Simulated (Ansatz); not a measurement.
Which YAML input does this script hand to the engine? (Ansatz's Python interface)

The script, `tio2_scf.py`:
```python
"""SCF run for TiO2."""

from pathlib import Path
import warnings

import ansatz as az
import numpy as np


def main() -> None:
    warnings.simplefilter("ignore", az.DeckWarning)

    cell = (
        az.Lattice.of([5.291, 0.0, 0.0], [-2.6455, 4.58214, 0.0], [0.0, 0.0, 6.133])
        .atom("Ti", [0.453, 0.0, 1 / 3])
        .atom("Ti", [0.0, 0.453, 2 / 3])
        .atom("Ti", [0.547, 0.547, 0.0])
        .atom("O", [0.408, 0.303, 0.215])
        .atom("O", [0.697, 0.105, 0.548333])
        .atom("O", [0.895, 0.592, 0.881667])
        .atom("O", [0.303, 0.408, 0.785])
        .atom("O", [0.105, 0.697, 0.451667])
        .atom("O", [0.592, 0.895, 0.118333])
    )

    # functional, basis and sampling
    calc = (
        cell.calculation()
        .functional("r2scan")
        .basis(500)
        .kpoints(4, 4, 3)
        .occupations("fixed")
        .stress()
        .potential_components()
        .band_table()
    )
    planned = calc.session().plan(threads=1)
    facts = planned.describe()
    print("plan:", facts["n_bands"], "bands,", len(facts["kpoints_frac"]), "k-points, plane waves", facts["n_pw_range"], "grid", facts["fft_dense"])
    out = planned.execute()
    report = out.report

    energy = report["free_energy_ev"]
    print("TiO2: {:.6f} eV = {:.6f} Ry = {:.6f} Ha".format(energy, energy / 13.605693, energy / 27.211386))
    print("Fermi level {:.4f} eV, {} k-points, {} symmetry operations".format(report["fermi_energy_ev"], report["n_kpoints"], report["n_symmetry_ops"]))

    # the stress is positive in compression
    stress = np.array(report["stress_gpa"])
    print(f"pressure {np.trace(stress) / 3:.3f} GPa")
    print("stress tensor, GPa, positive in compression")
    print(np.round(stress, 3) + 0.0)

    folder = Path(out.write_results("parts"))
    text = (folder / "v_comp_z.tsv").read_text().splitlines()
    rows = np.array([line.split() for line in text if not line.startswith("#")], dtype=float)
    print(text[0])
    print(np.array2string(rows[:: max(len(rows) // 12, 1)], precision=3, suppress_small=True))

    table = np.array(report["eigenvalues_ev"]) - report["fermi_energy_ev"]
    filling = np.array(report["occupations"])
    weights = np.tile(report["kweights"], len(table) // len(report["kweights"]))
    print("band   lowest  highest (eV from E_F)  electrons")
    for band in range(table.shape[1]):
        if table[:, band].max() > -12:
            print(f"{band + 1:4d} {table[:, band].min():8.3f} {table[:, band].max():8.3f} {weights @ filling[:, band]:18.4f}")
    print("electrons counted from the table:", round(float(weights @ filling.sum(axis=1)), 5))


if __name__ == "__main__":
    main()
```

```console
$ python tio2_scf.py
plan: 45 bands, 9 k-points, plane waves [3762, 3789] grid [40, 40, 45]
TiO2: -10937.204589 eV = -803.869718 Ry = -401.934859 Ha
Fermi level 1.9396 eV, 9 k-points, 6 symmetry operations
pressure 3.927 GPa
stress tensor, GPa, positive in compression
[[2.268 0.    0.   ]
 [0.    2.268 0.   ]
 [0.    0.    7.245]]
# z_ang	v_loc[eV]	v_h[eV]	v_xc[eV]
[[ 0.     2.676  0.907 -8.601]
 [ 0.409  2.733  0.187 -8.819]
 [ 0.818  3.807 -0.64  -8.994]
 [ 1.227  3.807 -0.64  -8.994]
 [ 1.635  2.733  0.187 -8.819]
 [ 2.044  2.676  0.907 -8.601]
 [ 2.453  2.733  0.187 -8.819]
 [ 2.862  3.807 -0.64  -8.994]
 [ 3.271  3.807 -0.64  -8.994]
 [ 3.68   2.733  0.187 -8.819]
 [ 4.089  2.676  0.907 -8.601]
 [ 4.498  2.733  0.187 -8.819]
 [ 4.906  3.807 -0.64  -8.994]
 [ 5.315  3.807 -0.64  -8.994]
 [ 5.724  2.733  0.187 -8.819]]
band   lowest  highest (eV from E_F)  electrons
  19   -3.041   -3.019             2.0000
  20   -3.031   -2.896             2.0000
  21   -2.890   -2.625             2.0000
  22   -2.860   -2.625             2.0000
  23   -2.659   -2.568             2.0000
  24   -2.571   -2.498             2.0000
  25   -2.466   -2.223             2.0000
  26   -2.466   -2.155             2.0000
  27   -2.363   -1.967             2.0000
  28   -1.961   -1.532             2.0000
  29   -1.753   -1.527             2.0000
  30   -1.633   -1.320             2.0000
  31   -1.230   -0.766             2.0000
  32   -1.050   -0.748             2.0000
  33   -0.857   -0.575             2.0000
  34   -0.619   -0.188             2.0000
  35   -0.370   -0.181             2.0000
  36   -0.264    0.000             2.0000
  37    4.267    4.670             0.0000
  38    4.430    4.869             0.0000
  39    4.754    5.075             0.0000
  40    4.929    5.319             0.0000
  41    5.046    5.672             0.0000
  42    5.157    6.057             0.0000
  43    5.845    6.247             0.0000
  44    6.053    6.411             0.0000
  45    6.053    6.684             0.0000
electrons counted from the table: 72.0
```

`input.yaml`:
```yaml
crystal:
  lattice:
    - [5.291, 0.0, 0.0]
    - [-2.6455, 4.58214, 0.0]
    - [0.0, 0.0, 6.133]
  atoms:
    - { symbol: Ti, position: [0.453, 0.0, 0.3333333333333] }
    - { symbol: Ti, position: [0.0, 0.453, 0.6666666666667] }
    - { symbol: Ti, position: [0.547, 0.547, 0.0] }
    - { symbol: O, position: [0.408, 0.303, 0.215] }
    - { symbol: O, position: [0.697, 0.105, 0.548333] }
    - { symbol: O, position: [0.895, 0.592, 0.881667] }
    - { symbol: O, position: [0.303, 0.408, 0.785] }
    - { symbol: O, position: [0.105, 0.697, 0.451667] }
    - { symbol: O, position: [0.592, 0.895, 0.118333] }
basis:
  ecutwfc: 500.0
kpoints:
  mp_grid: { grid: [4, 4, 3] }
hamiltonian:
  xc: r2scan
scf:
  occupations: { method: fixed }
output:
  write_potential_components: true
  stress: true
  eigenvalues: true
```

The program run on that file:
```console
$ ansatz run input.yaml --threads 1 --pin off --max-ram 3072MiB --backend cpu --events-out ev --progress --plain --runs-dir out
Warning: the atoms were moved onto the symmetric positions of the space group found under crystal.symmetry.tolerance 1.0e-5 (fractional; no operation is sought that the atoms, as they stand in a round, miss by more than twice it, and no atom is moved by as much as it), and the run uses the moved positions. Before a round's move an operation carried an atom to 4.09e-6 Å from where it should land, [...]
Engine: ansatz 0.2.0, aarch64-unknown-linux-gnu
Pseudopotentials: kind: paw
Pseudopotential: Ti, paw, valence charge 12, recommended cutoff 500 eV (meta_gga), Ti.paw.azcp
Pseudopotential: O, paw, valence charge 6, recommended cutoff 500 eV (meta_gga), O.paw.azcp
Functional definition: r2SCAN
  parameter k0 = 0.174
  parameter k1 = 0.065
  parameter a1 = 4.9479
  exchange = r2scan_x(k0 = k0, k1 = k1, a1 = a1)
  correlation = r2scan_c
Crystal: 9 atoms, lattice volume = 148.689 Å³
Basis set: ecut = 500 eV, 3779 PW (Γ), exchange–correlation on 160×160×180 points (64 copies of the dense FFT grid, shifted against one another)
Bands: 45, of which v1, the nominal top of the filled ones, is band 36 counted from 1 (35 counted from 0)
Symmetry: 6 space group operations
Space group: P3121 (ITA 152), of the structure as read, at distance tolerance 5.3e-5 Å
k-points: 9 of 48 (time reversal used)
Non-local potential: Ti, projectors of the file, l = 0: 3, l = 1: 2, l = 2: 3, l = 3: 1
Non-local potential: O, projectors of the file, l = 0: 2, l = 1: 2, l = 2: 1
PAW form: soft (Blöchl's): semilocal exchange-correlation on the pseudo side does not see the compensation charge
PAW frozen core: Ti, regenerated for the run's functional (the file was generated under x = pbe(κ = 0.804, μ = 0.2195149727645171), c = pbe(β = 0.06672455060314922))
PAW frozen core: O, regenerated for the run's functional (the file was generated under x = pbe(κ = 0.804, μ = 0.2195149727645171), c = pbe(β = 0.06672455060314922))
PAW one-centre angular grid: Ti, 590 points (default); XC on 160 Gauss nodes
PAW one-centre angular grid: O, 302 points (default); XC on 160 Gauss nodes
Initial density: superposition of atomic densities (neutral atoms: chi_scale 0, normalization atom), corrected by the library's trained network
Initial wavefunctions: pseudopotential atomic-orbital guess
Functional: x = r2scan, c = r2scan; τ floored in thin density (d = 2e-4 eV/Å³)
SCF iter   1: F=—  HF=-10937.192490 eV  |F-HF|=—  |Δ(HF+E_count)|=         —  Δρ=2.02e-2  dr2=7.00e-1  dr2_τ=6.34e-1  ethr=1.77e-3  ⟨swp⟩=3.3  Hψ=1375  notcnv=0  defer=62
preconditioner: auto → Resta (q_TF=auto, 2.418 Å⁻¹)  ε∞=4.5  [insulator: Δε(μ)=4.749 eV  Ē_g=11.312 eV  n_scr=28 (ndim 8)  ℏωp=21.1 eV  f_vac=0.245  ε∞_Penn≈4.5]
SCF iter   2: F=—  HF=-10937.223974 eV  |F-HF|=—  |Δ(HF+E_count)|=   3.15e-2  Δρ=1.16e-2  dr2=1.21e-1  dr2_τ=4.62e-2  ethr=9.73e-4  ⟨swp⟩=3.9  Hψ=864  notcnv=0  defer=61
SCF iter   3: F=—  HF=-10937.204167 eV  |F-HF|=—  |Δ(HF+E_count)|=   1.98e-2  Δρ=3.16e-3  dr2=7.93e-3  dr2_τ=8.10e-4  ethr=1.68e-4  ⟨swp⟩=2.0  Hψ=561  notcnv=0  defer=58
SCF iter   4: F=—  HF=-10937.204399 eV  |F-HF|=—  |Δ(HF+E_count)|=   2.32e-4  Δρ=6.88e-4  dr2=4.15e-4  dr2_τ=9.71e-5  ethr=1.10e-5  ⟨swp⟩=2.0  Hψ=557  notcnv=0  defer=62
SCF iter   5: F=—  HF=-10937.204530 eV  |F-HF|=—  |Δ(HF+E_count)|=   1.32e-4  Δρ=1.37e-4  dr2=3.32e-5  dr2_τ=1.79e-6  ethr=5.76e-7  ⟨swp⟩=2.0  Hψ=569  notcnv=0  defer=62
SCF iter   6: F=—  HF=-10937.204588 eV  |F-HF|=—  |Δ(HF+E_count)|=   5.76e-5  Δρ=3.00e-5  dr2=2.56e-6  dr2_τ=8.66e-8  ethr=4.61e-8  ⟨swp⟩=3.0  Hψ=686  notcnv=0  defer=29
SCF iter   7: F=—  HF=-10937.204589 eV  |F-HF|=—  |Δ(HF+E_count)|=   1.30e-6  Δρ=9.94e-6  dr2=2.21e-7  dr2_τ=9.79e-9  ethr=3.56e-9  ⟨swp⟩=2.0  Hψ=538  notcnv=0  defer=29
SCF iter   8: F=-10937.204589 eV  HF=-10937.204589 eV  |F-HF|=9.39e-10  |Δ(HF+E_count)|=   1.20e-7  Δρ=3.53e-6  dr2=2.41e-8  dr2_τ=1.33e-9  ethr=1.39e-10  ⟨swp⟩=15.0  Hψ=2695  notcnv=0
SCF 1 converged in 8 iterations: F = -10937.204589 eV  dr2 = 2.41e-8
  greatest PAW one-centre occupation: 1.000 electrons in one spin orbital (limit 2), on the Ti atom at site 2 (counted from 0), in its partial waves of l = 1
SCF converged after 8 iterations
Free energy (F): -10937.204589 eV
Harris-Foulkes:  -10937.204589 eV  (|F-HF|=9.39e-10)
Internal energy: -10937.204589 eV  (E = F + TS)
E sigma→0 (E₀):  -10937.204589 eV
Fermi energy:    1.939578 eV
--- Per-component energies (eV) ---
  E_band       = -1052.651605
  E_kinetic    = 1879.792385
  E_local      = -7221.333694  (includes V_loc(G=0)·N_el)
  E_nonlocal   = 293.441576
  E_hartree    = 2858.442978
  E_xc         = -720.316650
  E_vxc        = -1037.986108  (∫ρ·V_xc dr)
  E_paw        = -4125.929754  (= ΣΔE_a)
  E_vpaw       = -754.765772  (= ΣTr[D̂ρ^β])
  E_aug_tail   = 0.006438  (compensation charges beyond the density's cutoff)
  E_vtau       = 71.309633  (kinetic-family band-sum trace: ∫τ·v_τ [+ j·A + Jᵃ·Aᵃ] dr)
  E_ewald      = -3900.355853
  E_core_change = -0.952017  (= ΣΔE_core)
  E_smearing   = -0.000000  (= −TS)
  E_closure    = 0.000000  (closes the sum)
  Σ components = -10937.204589   (vs F -10937.204589, Δ=0.00e0)
--- Stress (GPa, compression-positive) ---
        2.268450       0.000000       0.000000
        0.000000       2.268450      -0.000000
        0.000000      -0.000000       7.244875
  P = ⅓ Tr σ = 3.9273 GPa (39.273 kbar)
--- Band table (eV; the first three rows and the last of 9) ---
  k-point 0: bands = ["-55.3290", "-55.3109", "-55.3109", "-30.8221", "-30.8221", "-30.7978", "-30.7407", "-30.7407", "-30.5975", "-30.5739", "-30.5214", "-30.5214", "-15.1514", "-14.4894", "-14.4894", "-14.4033", "-14.4033", "-14.3977", "-1.0916", "-1.0916", "-0.6857", "-0.6857", "-0.6632", "-0.5646", "-0.5264", "-0.5264", "-0.4238", "0.4078", "0.4078", "0.4850", "1.1738", "1.1738", "1.2239", "1.6513", "1.6756", "1.6756", "6.2064", "6.7156", "6.7156", "7.1826", "7.1826", "7.2691", "7.8924", "7.9924", "7.9924"]
  k-point 1: bands = ["-55.3262", "-55.3190", "-55.3057", "-30.8551", "-30.7953", "-30.7946", "-30.7545", "-30.6976", "-30.6352", "-30.5584", "-30.5416", "-30.5056", "-15.0397", "-14.7694", "-14.4093", "-14.4026", "-14.3986", "-14.3163", "-1.1016", "-1.0439", "-0.8983", "-0.8692", "-0.7116", "-0.5654", "-0.2830", "-0.2741", "-0.2240", "0.2694", "0.3035", "0.3071", "1.0441", "1.1571", "1.2361", "1.7519", "1.7582", "1.8482", "6.3013", "6.5412", "6.7914", "6.8686", "6.9855", "7.0970", "7.9343", "8.2042", "8.2212"]
  k-point 2: bands = ["-55.3267", "-55.3132", "-55.3109", "-30.8388", "-30.8266", "-30.7960", "-30.7349", "-30.7162", "-30.6110", "-30.5672", "-30.5293", "-30.5190", "-15.0645", "-14.5977", "-14.5091", "-14.4065", "-14.3836", "-14.3620", "-1.1008", "-1.0527", "-0.7935", "-0.7561", "-0.6383", "-0.5754", "-0.4910", "-0.3973", "-0.3496", "0.1978", "0.4001", "0.5790", "0.9320", "1.1917", "1.3241", "1.4188", "1.5694", "1.8007", "6.3300", "6.5476", "6.7477", "7.0120", "7.3233", "7.8170", "8.0861", "8.2509", "8.2884"]
  k-point 8: bands = ["-55.3229", "-55.3170", "-55.3110", "-30.8457", "-30.8253", "-30.8126", "-30.7222", "-30.6840", "-30.6400", "-30.5505", "-30.5388", "-30.5209", "-14.8913", "-14.7361", "-14.5741", "-14.4121", "-14.3673", "-14.3320", "-1.0937", "-0.9881", "-0.9295", "-0.7634", "-0.7099", "-0.6316", "-0.4040", "-0.2320", "-0.0992", "0.1075", "0.1862", "0.4859", "0.7811", "1.0753", "1.2477", "1.4980", "1.6165", "1.7243", "6.5667", "6.8085", "6.9230", "7.1997", "7.4276", "7.6169", "7.8731", "8.1642", "8.4632"]
```

Caveats:
- Absolute energies stand on the zero of these potentials, so only differences at equal settings mean something. A total without «per atom» is that of the cell as typed.
- No spin polarisation was allowed.
- With fixed filling the reported Fermi level is the top filled level among the k-points of the SCF.
- Only differences from the Fermi energy are physical; the zero of the scale is a convention.
- The starting cell is as deposited in a crystallographic database; the results hold for this polymorph, which needn't be the stable one.
- Gaps and levels are Kohn-Sham values on a finite set of k-points.
- The whole script took 15 s on 1 thread of Arm Neoverse V2, with other jobs on the host, peak memory 0.7 GiB.

(Lines on the test bed's own set-up are left out of the output.)
